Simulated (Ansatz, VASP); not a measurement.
Al, level by level in two programs

```
Al
1.0
     0.00000    2.02481    2.02481
     2.02481    0.00000    2.02481
     2.02481    2.02481    0.00000
Al
1
Direct
  0.00000 0.00000 0.00000
```

Single points on this cell with VASP 6.6.1 and Ansatz 0.2.0. Each row is one pair of runs. Alike in all rows: spin: off.

| level | k mesh | smearing | VASP's potentials, cutoff | Ansatz's potentials, cutoff | gap on the k mesh at the Fermi level (eV), VASP | gap on the k mesh at the Fermi level (eV), Ansatz | pressure (GPa), VASP | pressure (GPa), Ansatz |
| --- | --- | --- | --- | --- | --- | --- | --- | --- |
| SVWN5 | 11 × 11 × 11 | fermi-dirac, width 0.05 eV | VASP PAW PBE potentials, release 64 (Al), 520 eV | Ansatz PAW, 420 eV | none | none | -3.3 | -3.7 |
| r2SCAN+D4 | 11 × 11 × 11 | fermi-dirac, width 0.05 eV | VASP PAW PBE potentials, release 64 (Al), 520 eV | Ansatz PAW, 500 eV | none | none | -4.7 | -4.4 |
| RPBE+D3(BJ) | 11 × 11 × 11 | tetrahedron | VASP PAW PBE potentials, release 64 (Al), 520 eV | Ansatz PAW, 420 eV | ? | none | ? | -19.6 |
| r2SCANh | 6 × 6 × 6 | fermi-dirac, width 0.05 eV | VASP PAW PBE potentials, release 64 (Al), 520 eV | Ansatz PAW, 500 eV | none | none | -3.1 | -2.9 |
| PBE | 4 × 4 × 4 | fermi-dirac, width 0.05 eV | VASP PAW PBE potentials, release 64 (Al), 520 eV | Ansatz PAW, 420 eV | none | none | 0.3 | 0.3 |
| LDA | 11 × 11 × 11 | fermi-dirac, width 0.05 eV | VASP PAW LDA potentials, release 64 (Al), 520 eV | Ansatz PAW, 420 eV | none | none | -3.6 | -3.7 |
| PBE+D4 | 11 × 11 × 11 | fermi-dirac, width 0.05 eV | VASP PAW PBE potentials, release 64 (Al), 520 eV | Ansatz PAW, 420 eV | none | none | -3.6 | -3.6 |

Question: Fill in what VASP gave in row 3.

Answer: gap on the k mesh at the Fermi level (eV): none; pressure (GPa): -19.8.

A gap of «none» marks a metal or a gap that the smearing closes.

Caveats: pairwise dispersion overbinds metals, which lowers pressure and volume (some rows); the k mesh is coarse (spacing up to 0.45 Å⁻¹), so the values aren't converged, least of all with exact exchange (some rows); the k mesh is coarse (spacing up to 0.67 Å⁻¹), so the values aren't converged (some rows); the PAW data sets were made with another functional, which shifts forces and pressure a little (VASP); so large a pressure means that the cell lies far from this level's equilibrium, or that cutoff or potentials fall short (VASP); the potentials were made for another functional, which shifts forces and pressure (VASP); tetrahedron occupations give inexact forces and stress in metals (VASP).
